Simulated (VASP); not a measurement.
Runs of VASP 6.6.1 on S. The structure is trigonal, space group R-3 (No. 148). Conventional cell: a = 10.818 Å, b = 10.818 Å, c = 4.280 Å, α = 90.00°, β = 90.00°, γ = 120.00°. Around S (site symmetry 1) lie 2 S at 2.06 Å. This isn't the form of S at room conditions, which is orthorhombic, of S8 rings.

```tsv
task	level	potentials or basis	cell	cutoff (eV)	smearing	gap on the mesh (eV)	pressure (GPa)	largest force (eV/Å)
single point	RPBE	VASP PAW PBE potentials, release 64 (S)	as given	500	gaussian 0.05 eV	2.28	4.1	0.29
electrostatic potential	vdW-DF2	VASP PAW PBE potentials, release 64 (S)	as given	520	fermi-dirac 0.05 eV	(b)	5.3	1.09
density of states	PBEsol+D4	VASP PAW PBE potentials, release 64 (S_h)	volume scaled by 0.92	900	gaussian 0.05 eV	2.26	(a)	(c)
single point	PBEsol+D3(BJ)	VASP PAW PBE potentials, release 64 (S_GW)	as given	550	gaussian 0.05 eV	2.05	-0.6	0.33
Born charges and dielectric tensor	LDA	VASP PAW LDA potentials, release 64 (S)	as given	520	fermi-dirac 0.05 eV	2.01	-	-
```

Alike in all rows: no spin polarisation; k mesh 7 × 7 × 7.

**Question.** Estimate the missing entries.

**Answer.** (a) 5.4; (b) 2.17; (c) 1.58.

Caveats: an odd mesh through Γ misses points on the zone boundary, where band edges often lie; the PAW data sets were made with another functional, which shifts forces and pressure a little (some runs).

Runs at the PBE level aren't shown here.
